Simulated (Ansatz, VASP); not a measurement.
One calculation of C, two programs

The input INCAR:

```
  PREC = Accurate
  ENCUT = 520
  EDIFF = 1E-7
  ISMEAR = -1
  SIGMA = 0.05
  LREAL = F
  LASPH = T
  NELM = 60
  ALGO = Normal
  ISIF = 2
  LWAVE = F
  LCHARG = F
  GGA = PE
  NBANDS = 11
```

The input KPOINTS:

```
regular mesh
0
Gamma
  13 13 8
```

POSCAR

```
C
1.0
    2.1690430626     -1.2523725254      0.0000000000
    2.1690430626      1.2523725254      0.0000000000
   -1.4061170787      0.0000000000      3.5715304629
C
2
Direct
    0.1666444700      0.1666444700      0.9999069600
    0.8333555300      0.8333555300      0.0000930400
```

input.yaml

```yaml
crystal:
  lattice:
    - [2.1690430626, -1.2523725254, 0.0]
    - [2.1690430626, 1.2523725254, 0.0]
    - [-1.4061170787, 0.0, 3.5715304629]
  atoms:
    - { symbol: C, position: [0.16664447, 0.16664447, 0.99990696] }
    - { symbol: C, position: [0.83335553, 0.83335553, 9.304e-05] }
hamiltonian:
  xc: pbe
  pseudopotentials: { kind: paw }
kpoints:
  mp_grid: { grid: [13, 13, 8] }
scf:
  occupations: { method: fermi_dirac, width: 0.05 }
output:
  forces: true
  stress: true
  eigenvalues: true
```

Change from the starting cell: volume scaled by 1.06.

Alike in both runs: task single point; functional PBE; k mesh 13 × 13 × 8; occupations fermi-dirac, width 0.05 eV; no spin polarisation.

|  | VASP | Ansatz |
| --- | --- | --- |
| version | VASP 6.6.1 | Ansatz 0.2.0 |
| potentials or method | VASP PAW PBE potentials, release 64 (C) | Ansatz PAW |
| plane-wave cutoff (eV) | 520 | 420 |
| valence electrons in the cell | 8 | 8 |

```csv
,VASP,Ansatz,Ansatz less VASP
gap on the k mesh at the Fermi level (eV),0.91,0.91,0.000
least direct gap on the mesh (eV),0.92,0.92,0.000
pressure (GPa),-10.3,-10.7,-0.38
largest component of the traceless stress (GPa),11.98,12.44,+0.464
```

With one functional, cell and mesh, what is left measures potentials, basis and numerics.

Caveats: this functional lacks dispersion, which binds the layers, so the pressure and a relaxed spacing across them are unreliable; an odd mesh through Γ misses points on the zone boundary, where band edges often lie (VASP); odd divisions of the mesh miss points on the zone boundary, where band edges often lie, so the gap on the mesh can be too wide (Ansatz); the pressure holds a Pulay correction of +0.5 GPa for the finite cutoff (Ansatz).
